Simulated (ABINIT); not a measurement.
# LiCl (Fm-3m): G0W0 in ABINIT against the wavefunction cutoff in GW

Wanted: the cheapest wavefunction cutoff in GW that holds the gap of LiCl (Fm-3m).

Main program and level: ABINIT 10.8.3; LDA and many-body steps on it, plane waves.

The database entry behind the starting cell differs from later determinations by our own check (0.1 to 0.3 % short, probably kX units), so it need not match the best structure at ambient conditions.

## Step 1: The structure

Symmetry: Fm-3m, No. 225, cubic system. The conventional cell has a = 5.130 Å, b = 5.130 Å, c = 5.130 Å, α = 90.00°, β = 90.00°, γ = 90.00°. Nearest to Li lie 6 Cl at 2.56 Å. Nearest to Cl lie 6 Li at 2.56 Å. Farther neighbours and most contacts between anions are not listed.

The cell and positions come from the Crystallography Open Database and are kept as given unless a step says otherwise.

## Step 2: Screening, 4×4×4 mesh, 44 bands, screening to 130.6 eV

This step: ABINIT 10.8.3; RPA screening on LDA, plane waves, norm-conserving pseudopotentials.

The RPA dielectric matrix is built and inverted for each q.

The input, run.abi:

```
acell 3*1.0 Angstrom
rprim 
  0.000000000000 2.564770000000 2.564770000000
  2.564770000000 0.000000000000 2.564770000000
  2.564770000000 2.564770000000 -0.000000000000
ntypat 2
znucl 3 17
natom 2
typat 1 2
xred 
  0.000000000000 0.000000000000 0.000000000000
  0.500000000000 0.500000000000 0.500000000000
pp_dirpath "pseudos"
pseudos "Li.upf, Cl.upf"
ecut 33
ngkpt 4 4 4
nshiftk 1
shiftk 0 0 0
kptopt 1
chksymbreak 0
istwfk *1
occopt 1
irdwfk 1
optdriver 3
nband 44
ecuteps 4.8
inclvkb 2
awtr 1
symchi 1
ecutwfn 9.9
indata_prefix "in"
outdata_prefix "out"
tmpdata_prefix "tmp"
```

Started as:

```console
$ OMP_NUM_THREADS=1 mpirun -n 4 abinit run.abi > log
```

The program printed:

```text
.Version 10.8.3 of ABINIT. v10.8.2 released Aug 2026.

 Symmetries : space group Fm -3 m (#225); Bravais cF (face-center cubic)
[... echo of the input left out ...]
== DATASET  1 ==================================================================
-   mpi_nproc: 4, omp_nthreads: 1 (-1 if OMP is not activated)

--- !DatasetInfo
iteration_state: {dtset: 1, }
dimensions: {natom: 2, nkpt: 8, mband: 44, nsppol: 1, nspinor: 1, nspden: 1, mpw: 344, }
cutoff_energies: {ecut:   9.9, pawecutdg:  -1.0, }
electrons: {nelect:   1.00000000E+01, charge:   0.00000000E+00, occopt:   1.00000000E+00, tsmear:   1.00000000E-02, }

 SCREENING: Calculation of the susceptibility and dielectric matrices

 Based on a program developped by R.W. Godby, V. Olevano, G. Onida, and L. Reining.
 Incorporated in ABINIT by V. Olevano, G.-M. Rignanese, and M. Torrent.
.Using double precision arithmetic ; gwpc =  8

[... cell and pseudopotentials left out ...]
--------------------------------------------------------------------------------

 ==== K-mesh for the wavefunctions ====
 Number of points in the irreducible wedge :     8
[... list of points left out ...]
 Together with 48 symmetry operations and time-reversal symmetry
 yields    64 points in the full Brillouin Zone.

 ==== Q-mesh for the screening function ====
 Number of points in the irreducible wedge :     8
[... list of points left out ...]
 Together with 48 symmetry operations and time-reversal symmetry
 yields    64 points in the full Brillouin Zone.

 setmesh: FFT mesh size selected  =    15x   15x   15
          total number of points  =         3375

 vcoul_init : cutoff-mode = AUXILIARY_FUNCTION
 q-points for optical limit:   1
     1)      0.000010    0.000020    0.000030

- screening: taking advantage of time-reversal symmetry
- Maximum band index for partially occupied states nbvw = 5
- Remaining bands to be divided among processors   nbcw = 39
- Number of bands treated by each node ~9

 Number of electrons calculated from density =    9.9482; Expected =   10.0000
 average of density, n =  0.043689
 r_s =    1.7614
 omega_plasma =   20.1624 [eV]

 calculating chi0 at frequencies [eV] :
  1    0.000000E+00    0.000000E+00
  2    0.000000E+00    2.016239E+01

--------------------------------------------------------------------------------
  q-point number  1        q = ( 0.000000, 0.000000, 0.000000) [r.l.u.]
--------------------------------------------------------------------------------
[... chi0 elements left out ...]
 For q-point:  0.000010 0.000020 0.000030
  dielectric constant =   3.0202
  dielectric constant without local fields =   3.5522

  Average fulfillment of the sum rule on Im[epsilon] for q-point    1 :     61.61  [%]
[... wings left out ...]
  q-point number  2        q = ( 0.250000, 0.000000, 0.000000) [r.l.u.]
--------------------------------------------------------------------------------
[... chi0 elements left out ...]
  Average fulfillment of the sum rule on Im[epsilon] for q-point    2 :     75.44  [%]

 [... 6 further q-points ...]
```

Wall time 2 s (4 MPI ranks of Arm Neoverse V2, shared host); peak memory 0.07 GiB; 7.9 s of CPU time.

Numbers from this step:

- ε∞ with local fields, on this mesh, along the program's q direction: 3.020
- the same without local fields: 3.552
- plasma frequency: 20.16 eV
- plane waves in the screening matrix: 113

Local fields lower ε∞ by 15 %. On a Γ-centred mesh this coarse the value itself is usually too large, while a short band sum pulls it down.

## Step 3: 9.9 Ha

This step: G0W0 on LDA, plane waves, norm-conserving pseudopotentials.

Edit run.abi of step 2 so:

```diff
@@ -23,8 +23,15 @@
 irdwfk 1
-optdriver 3
+optdriver 4
 nband 44
+gwcalctyp 0
+ecutsigx 9.9
+symsigma 1
+nkptgw 1
+kptgw 
+  0.0000000000 0.0000000000 0.0000000000
+bdgw 
+  3 9
 ecuteps 4.8
-inclvkb 2
-awtr 1
-symchi 1
+irdscr 1
+ppmodel 1
 ecutwfn 9.9
```

The program printed:

```text
.Version 10.8.3 of ABINIT. v10.8.2 released Aug 2026.

 Symmetries : space group Fm -3 m (#225); Bravais cF (face-center cubic)
[... echo of the input left out ...]
== DATASET  1 ==================================================================
-   mpi_nproc: 4, omp_nthreads: 1 (-1 if OMP is not activated)

--- !DatasetInfo
iteration_state: {dtset: 1, }
dimensions: {natom: 2, nkpt: 8, mband: 44, nsppol: 1, nspinor: 1, nspden: 1, mpw: 344, }
cutoff_energies: {ecut:   9.9, pawecutdg:  -1.0, }
electrons: {nelect:   1.00000000E+01, charge:   0.00000000E+00, occopt:   1.00000000E+00, tsmear:   1.00000000E-02, }

 SIGMA: Calculation of the GW corrections

 Based on a program developped by R.W. Godby, V. Olevano, G. Onida, and L. Reining.
 Incorporated in ABINIT by V. Olevano, G.-M. Rignanese, and M. Torrent.
.Using double precision arithmetic ; gwpc =  8

[... cell and pseudopotentials left out ...]
--------------------------------------------------------------------------------

 ==== K-mesh for the wavefunctions ====
 Number of points in the irreducible wedge :     8
[... list of points left out ...]
 Together with 48 symmetry operations and time-reversal symmetry
 yields    64 points in the full Brillouin Zone.

 ==== Q-mesh for screening function ====
 Number of points in the irreducible wedge :     8
[... list of points left out ...]
 Together with 48 symmetry operations and time-reversal symmetry
 yields    64 points in the full Brillouin Zone.

 vcoul_init : cutoff-mode = AUXILIARY_FUNCTION
 q-points for optical limit:   1
     1)      0.000010    0.000020    0.000030
 setmesh: FFT mesh size selected  =    20x   20x   20
          total number of points  =         8000

 Number of electrons calculated from density =    9.9482; Expected =   10.0000
 average of density, n =  0.043689
 r_s =    1.7614
 omega_plasma =   20.1624 [eV]

 === KS Band Gaps ===
  >>>> For spin  1
   Minimum direct gap =   5.9890 [eV], located at k-point      :   0.0000  0.0000  0.0000
   Fundamental gap    =   5.9890 [eV], Top of valence bands at :   0.0000  0.0000  0.0000
                                       Bottom of conduction at :   0.0000  0.0000  0.0000
 SIGMA fundamental parameters:
 PLASMON POLE MODEL  1
 number of plane-waves for SigmaX                  331
 number of plane-waves for SigmaC and W            113
 number of plane-waves for wavefunctions           331
 number of bands                                    44
 number of independent spin polarizations            1
 number of spinorial components                      1
 number of k-points in IBZ                           8
 number of q-points in IBZ                           8
 number of symmetry operations                      48
 number of k-points in BZ                           64
 number of q-points in BZ                           64
 number of frequencies for dSigma/dE                 9
 frequency step for dSigma/dE [eV]                0.25
 number of omega for Sigma on real axis              0
 max omega for Sigma on real axis  [eV]           0.00
 zcut for avoiding poles [eV]                     0.10

 EPSILON^-1 parameters (SCR file):
 dimension of the eps^-1 matrix on file            113
 dimension of the eps^-1 matrix used               113
 number of plane-waves for wavefunctions           331
 number of bands                                    44
 number of q-points in IBZ                           8
 number of frequencies                               2
 number of real frequencies                          1
 number of imag frequencies                          1

 matrix elements of self-energy operator (all in [eV])

 Perturbative Calculation

--- !SelfEnergy_ee
iteration_state: {dtset: 1, }
kpoint     : [   0.000,    0.000,    0.000, ]
spin       : 1
KS_gap     :    5.989
QP_gap     :    8.832
Delta_QP_KS:    2.843
data: !SigmaeeData |
     Band     E0 <VxcDFT>   SigX SigC(E0)      Z dSigC/dE  Sig(E)    E-E0       E
        3   0.082 -14.504 -18.867   2.419   0.803  -0.245 -16.065  -1.560  -1.478
        4   0.082 -14.504 -18.867   2.419   0.803  -0.245 -16.065  -1.560  -1.478
        5   0.082 -14.504 -18.867   2.419   0.803  -0.245 -16.065  -1.560  -1.478
        6   6.071  -9.430  -4.506  -3.405   0.845  -0.184  -8.147   1.283   7.354
        7  11.664  -9.862  -4.319  -3.522   0.841  -0.189  -8.162   1.700  13.364
        8  11.664  -9.862  -4.319  -3.522   0.841  -0.189  -8.162   1.700  13.364
        9  11.664  -9.862  -4.319  -3.522   0.841  -0.189  -8.162   1.700  13.364

== END DATASET(S) ==============================================================
================================================================================

 -outvars: echo values of variables after computation  --------
           etotal      0.0000000000E+00
            nband          44
             nkpt           8
          spgroup         225
 [... the other variables as echoed above ...]

 Calculation completed.
```

Elapsed: 1.8 s, on 4 MPI ranks; peak memory 0.07 GiB.

This step gave:

| Quantity | Value |
| --- | --- |
| G0W0 gap on the points computed | 8.832 eV |
| starting gap on the mesh | 5.989 eV |
| k of the valence top | 0, 0, 0 |
| k of the conduction bottom | 0, 0, 0 |
| Z at the valence top | 0.803 |
| Z at the conduction bottom | 0.845 |
| least direct G0W0 gap on the computed points | 8.832 eV |

## Step 4: Screening, 4×4×4 mesh, 44 bands, screening to 130.6 eV

This step: RPA screening on LDA, plane waves, norm-conserving pseudopotentials.

Edit run.abi of step 3 so:

```diff
@@ -23,16 +23,9 @@
 irdwfk 1
-optdriver 4
+optdriver 3
 nband 44
-gwcalctyp 0
-ecutsigx 9.9
-symsigma 1
-nkptgw 1
-kptgw 
-  0.0000000000 0.0000000000 0.0000000000
-bdgw 
-  3 9
 ecuteps 4.8
-irdscr 1
-ppmodel 1
-ecutwfn 9.9
+inclvkb 2
+awtr 1
+symchi 1
+ecutwfn 16.5
 indata_prefix "in"
```

The program printed:

```text
.Version 10.8.3 of ABINIT. v10.8.2 released Aug 2026.

 Symmetries : space group Fm -3 m (#225); Bravais cF (face-center cubic)
[... echo of the input left out ...]
== DATASET  1 ==================================================================
-   mpi_nproc: 4, omp_nthreads: 1 (-1 if OMP is not activated)

--- !DatasetInfo
iteration_state: {dtset: 1, }
dimensions: {natom: 2, nkpt: 8, mband: 44, nsppol: 1, nspinor: 1, nspden: 1, mpw: 742, }
cutoff_energies: {ecut:  16.5, pawecutdg:  -1.0, }
electrons: {nelect:   1.00000000E+01, charge:   0.00000000E+00, occopt:   1.00000000E+00, tsmear:   1.00000000E-02, }

 SCREENING: Calculation of the susceptibility and dielectric matrices

 Based on a program developped by R.W. Godby, V. Olevano, G. Onida, and L. Reining.
 Incorporated in ABINIT by V. Olevano, G.-M. Rignanese, and M. Torrent.
.Using double precision arithmetic ; gwpc =  8

[... cell and pseudopotentials left out ...]
--------------------------------------------------------------------------------

 ==== K-mesh for the wavefunctions ====
 Number of points in the irreducible wedge :     8
[... list of points left out ...]
 Together with 48 symmetry operations and time-reversal symmetry
 yields    64 points in the full Brillouin Zone.

 ==== Q-mesh for the screening function ====
 Number of points in the irreducible wedge :     8
[... list of points left out ...]
 Together with 48 symmetry operations and time-reversal symmetry
 yields    64 points in the full Brillouin Zone.

 setmesh: FFT mesh size selected  =    20x   20x   20
          total number of points  =         8000

 vcoul_init : cutoff-mode = AUXILIARY_FUNCTION
 q-points for optical limit:   1
     1)      0.000010    0.000020    0.000030

- screening: taking advantage of time-reversal symmetry
- Maximum band index for partially occupied states nbvw = 5
- Remaining bands to be divided among processors   nbcw = 39
- Number of bands treated by each node ~9

 Number of electrons calculated from density =    9.9948; Expected =   10.0000
 average of density, n =  0.043894
 r_s =    1.7586
 omega_plasma =   20.2095 [eV]

 calculating chi0 at frequencies [eV] :
  1    0.000000E+00    0.000000E+00
  2    0.000000E+00    2.020953E+01

--------------------------------------------------------------------------------
  q-point number  1        q = ( 0.000000, 0.000000, 0.000000) [r.l.u.]
--------------------------------------------------------------------------------
[... chi0 elements left out ...]
 For q-point:  0.000010 0.000020 0.000030
  dielectric constant =   3.0040
  dielectric constant without local fields =   3.5191

  Average fulfillment of the sum rule on Im[epsilon] for q-point    1 :     61.75  [%]
[... wings left out ...]
  q-point number  2        q = ( 0.250000, 0.000000, 0.000000) [r.l.u.]
--------------------------------------------------------------------------------
[... chi0 elements left out ...]
  Average fulfillment of the sum rule on Im[epsilon] for q-point    2 :     74.99  [%]

 [... 6 further q-points ...]
```

Elapsed: 2.4 s, on 4 MPI ranks; peak memory 0.08 GiB; 9.3 s of CPU time.

Numbers from this step:

```yaml
eps_infinity_with_local_fields_on_this_mesh_along_the_program_s_q_direction: 3.004
the_same_without_local_fields: 3.519
plasma_frequency: 20.21 eV
plane_waves_in_the_screening_matrix: 113
```

## Step 5: 16.5 Ha

The self-energy is evaluated for the states that the input lists, and the levels follow from it, in one-shot runs by the linearised quasiparticle equation.

This step: G0W0 on LDA, plane waves, norm-conserving pseudopotentials.

Edit run.abi of step 4 so:

```diff
@@ -23,8 +23,15 @@
 irdwfk 1
-optdriver 3
+optdriver 4
 nband 44
+gwcalctyp 0
+ecutsigx 16.5
+symsigma 1
+nkptgw 1
+kptgw 
+  0.0000000000 0.0000000000 0.0000000000
+bdgw 
+  3 9
 ecuteps 4.8
-inclvkb 2
-awtr 1
-symchi 1
+irdscr 1
+ppmodel 1
 ecutwfn 16.5
```

The program printed:

```text
.Version 10.8.3 of ABINIT. v10.8.2 released Aug 2026.

 Symmetries : space group Fm -3 m (#225); Bravais cF (face-center cubic)
[... echo of the input left out ...]
== DATASET  1 ==================================================================
-   mpi_nproc: 4, omp_nthreads: 1 (-1 if OMP is not activated)

--- !DatasetInfo
iteration_state: {dtset: 1, }
dimensions: {natom: 2, nkpt: 8, mband: 44, nsppol: 1, nspinor: 1, nspden: 1, mpw: 742, }
cutoff_energies: {ecut:  16.5, pawecutdg:  -1.0, }
electrons: {nelect:   1.00000000E+01, charge:   0.00000000E+00, occopt:   1.00000000E+00, tsmear:   1.00000000E-02, }

 SIGMA: Calculation of the GW corrections

 Based on a program developped by R.W. Godby, V. Olevano, G. Onida, and L. Reining.
 Incorporated in ABINIT by V. Olevano, G.-M. Rignanese, and M. Torrent.
.Using double precision arithmetic ; gwpc =  8

[... cell and pseudopotentials left out ...]
--------------------------------------------------------------------------------

 ==== K-mesh for the wavefunctions ====
 Number of points in the irreducible wedge :     8
[... list of points left out ...]
 Together with 48 symmetry operations and time-reversal symmetry
 yields    64 points in the full Brillouin Zone.

 ==== Q-mesh for screening function ====
 Number of points in the irreducible wedge :     8
[... list of points left out ...]
 Together with 48 symmetry operations and time-reversal symmetry
 yields    64 points in the full Brillouin Zone.

 vcoul_init : cutoff-mode = AUXILIARY_FUNCTION
 q-points for optical limit:   1
     1)      0.000010    0.000020    0.000030
 setmesh: FFT mesh size selected  =    25x   25x   25
          total number of points  =        15625

 Number of electrons calculated from density =    9.9948; Expected =   10.0000
[...]
number of q-points in BZ                           64
 number of frequencies for dSigma/dE                 9
 frequency step for dSigma/dE [eV]                0.25
 number of omega for Sigma on real axis              0
 max omega for Sigma on real axis  [eV]           0.00
 zcut for avoiding poles [eV]                     0.10

 EPSILON^-1 parameters (SCR file):
 dimension of the eps^-1 matrix on file            113
 dimension of the eps^-1 matrix used               113
 number of plane-waves for wavefunctions           725
 number of bands                                    44
 number of q-points in IBZ                           8
 number of frequencies                               2
 number of real frequencies                          1
 number of imag frequencies                          1

 matrix elements of self-energy operator (all in [eV])

 Perturbative Calculation

--- !SelfEnergy_ee
iteration_state: {dtset: 1, }
kpoint     : [   0.000,    0.000,    0.000, ]
spin       : 1
KS_gap     :    5.989
QP_gap     :    8.839
Delta_QP_KS:    2.850
data: !SigmaeeData |
     Band     E0 <VxcDFT>   SigX SigC(E0)      Z dSigC/dE  Sig(E)    E-E0       E
        3   0.082 -14.523 -18.901   2.405   0.802  -0.246 -16.106  -1.583  -1.501
        4   0.082 -14.523 -18.901   2.405   0.802  -0.246 -16.106  -1.583  -1.501
        5   0.082 -14.523 -18.901   2.405   0.802  -0.246 -16.106  -1.583  -1.501
        6   6.071  -9.682  -4.766  -3.413   0.844  -0.186  -8.414   1.268   7.339
        7  11.664  -9.877  -4.327  -3.541   0.836  -0.197  -8.198   1.679  13.344
        8  11.664  -9.877  -4.327  -3.541   0.836  -0.197  -8.198   1.679  13.344
        9  11.664  -9.877  -4.327  -3.541   0.836  -0.197  -8.198   1.679  13.344

== END DATASET(S) ==============================================================
================================================================================

 -outvars: echo values of variables after computation  --------
           etotal      0.0000000000E+00
            nband          44
             nkpt           8
          spgroup         225
 [... the other variables as echoed above ...]

 Calculation completed.
```

Elapsed: 1.9 s, on 4 MPI ranks; peak memory 0.09 GiB; 7.1 s of CPU time.

This step gave:

```yaml
g0w0_gap_on_the_points_computed: 8.84 eV
starting_gap_on_the_mesh: 5.989 eV
k_of_the_valence_top: 0, 0, 0
k_of_the_conduction_bottom: 0, 0, 0
z_at_the_valence_top: 0.802
z_at_the_conduction_bottom: 0.844
least_direct_g0w0_gap_on_the_computed_points: 8.84 eV
```

The gap on the mesh goes from 5.99 eV to 8.84 eV, a correction of +2.85 eV.

## Step 6: Screening, 4×4×4 mesh, 44 bands, screening to 130.6 eV

This step: RPA screening on LDA, plane waves, norm-conserving pseudopotentials.

Edit run.abi of step 5 so:

```diff
@@ -23,16 +23,9 @@
 irdwfk 1
-optdriver 4
+optdriver 3
 nband 44
-gwcalctyp 0
-ecutsigx 16.5
-symsigma 1
-nkptgw 1
-kptgw 
-  0.0000000000 0.0000000000 0.0000000000
-bdgw 
-  3 9
 ecuteps 4.8
-irdscr 1
-ppmodel 1
-ecutwfn 16.5
+inclvkb 2
+awtr 1
+symchi 1
+ecutwfn 24.8
 indata_prefix "in"
```

The program printed:

```text
.Version 10.8.3 of ABINIT. v10.8.2 released Aug 2026.

 Symmetries : space group Fm -3 m (#225); Bravais cF (face-center cubic)
[... echo of the input left out ...]
== DATASET  1 ==================================================================
-   mpi_nproc: 4, omp_nthreads: 1 (-1 if OMP is not activated)

--- !DatasetInfo
iteration_state: {dtset: 1, }
dimensions: {natom: 2, nkpt: 8, mband: 44, nsppol: 1, nspinor: 1, nspden: 1, mpw: 1363, }
cutoff_energies: {ecut:  24.8, pawecutdg:  -1.0, }
[...]
--------------------------------------------------------------------------------
[... chi0 elements left out ...]
 For q-point:  0.000010 0.000020 0.000030
  dielectric constant =   3.0033
  dielectric constant without local fields =   3.5172

  Average fulfillment of the sum rule on Im[epsilon] for q-point    1 :     61.79  [%]
[... wings left out ...]
  q-point number  2        q = ( 0.250000, 0.000000, 0.000000) [r.l.u.]
--------------------------------------------------------------------------------
[... chi0 elements left out ...]
  Average fulfillment of the sum rule on Im[epsilon] for q-point    2 :     75.01  [%]

 [... 6 further q-points ...]
```

Wall time 3.6 s (4 MPI ranks); peak memory 0.38 GiB.

Numbers from this step:

- ε∞ with local fields, on this mesh, along the program's q direction: 3.003
- the same without local fields: 3.517
- plasma frequency: 20.21 eV
- plane waves in the screening matrix: 113

[end of part 1 of 2]

[Paths, hosts, dates, memory and timing lines, banners, echoed tables and standing remarks are left out of the program output.]

[Logs are printed without paths, hosts, clocks, repeated set-up lines and the standing remarks that a program may print on its own settings, such as how far it seeks lower states.]

[Runs of the session that timed out or met a known fault of the program may be left out.]

[Hosts, paths, dates, database ids (printed as entryN), source tags and the programs' standing remarks are cut or masked in the printed files.]

[G0W0 gaps are taken among the corrected bands and points alone; a level outside them can change the order at an edge.]

[Where Ansatz stands beside ABINIT at settings called matched, ABINIT's density can come from a denser mesh and the files from another edition; pairs whose starting gaps differed by over 0.03 eV were left out, so agreement reads better than it is.]
